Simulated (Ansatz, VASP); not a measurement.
Ta in VASP and in Ansatz

INCAR

```
PREC     = Accurate       # precision mode
ENCUT    = 520            # plane-wave cutoff, eV
EDIFF    = 1E-6           # SCF threshold, eV
ISMEAR   = -1             # smearing method
SIGMA    = 0.05           # smearing width, eV
LREAL    = False          # projectors in reciprocal space
LASPH    = True           # aspherical terms in the spheres
NELM     = 150            # most SCF steps
ALGO     = Normal         # electronic algorithm
ISIF     = 2              # what is computed and relaxed
LWAVE    = False          # write WAVECAR
LCHARG   = False          # write CHGCAR
MAGMOM   = 0 0 0          # initial moments
LORBIT   = 11             # projections on sites
LSORBIT  = True           # spin-orbit coupling
GGA_COMPAT= False        
LORBMOM  = True         
LMAXMIX  = 4              # l up to which the mixer works
GGA      = PE             # functional
NBANDS   = 22             # bands
```

The input KPOINTS:

```
regular mesh
0
Gamma
  8 8 8
```

POSCAR

```
Ta
1.0
   -1.6512800000      1.6512800000      1.6512800000
    1.6512800000     -1.6512800000      1.6512800000
    1.6512800000      1.6512800000     -1.6512800000
Ta
1
Direct
    0.0000000000      0.0000000000      0.0000000000
```

The input input.yaml:

```yaml
crystal:
  lattice:
    - [-1.65128, 1.65128, 1.65128]
    - [1.65128, -1.65128, 1.65128]
    - [1.65128, 1.65128, -1.65128]
  atoms:
    - { symbol: Ta, position: [0.0, 0.0, 0.0] }
kpoints:
  mp_grid: { grid: [8, 8, 8] }
  band_path:
    path:
      - [0.0, 0.0, 0.0]
      - [0.5, -0.5, 0.5]
      - [0.0, 0.0, 0.5]
      - [0.0, 0.0, 0.0]
      - [0.25, 0.25, 0.25]
      - [0.5, -0.5, 0.5]
    npoints: 12
scf:
  occupations: { method: fermi_dirac, width: 0.05 }
hamiltonian:
  xc: pbe
  pseudopotentials: { kind: all_electron, lapw: { basis_error: 0.001 } }
magnetization:
  noncollinear: true
  spin_orbit: true
output:
  forces: true
  stress: true
  eigenvalues: true
```

Alike in both runs: functional PBE; k mesh 8 × 8 × 8; occupations fermi-dirac, width 0.05 eV; non-collinear spin, spin-orbit coupling.

```csv
,VASP,Ansatz
version,VASP 6.6.1,Ansatz 0.2.0
potentials or method,"VASP PAW PBE potentials, release 64 (Ta_pv)","all-electron LAPW, relativistic spinors"
plane-wave cutoff (eV),520,see its input
task,single point,band structure
```

Ansatz gave:

```
gap on the k mesh at the Fermi level (eV) : none
pressure (GPa)                            : 1.0
net moment per atom (μB)                  : 0.00
```

Question: What did VASP give for the same quantities?

Answer: gap on the k mesh at the Fermi level (eV): none; pressure (GPa): 1.2; net moment per atom (μB): 0.00.

A gap of «none» marks a metal or a gap that the smearing closes. Ansatz ran all-electron here, so the differences hold the error of VASP's frozen core and of both bases.

Caveats: the k mesh is thin for a metal, which can move the energy by tens of meV per atom (Ansatz).
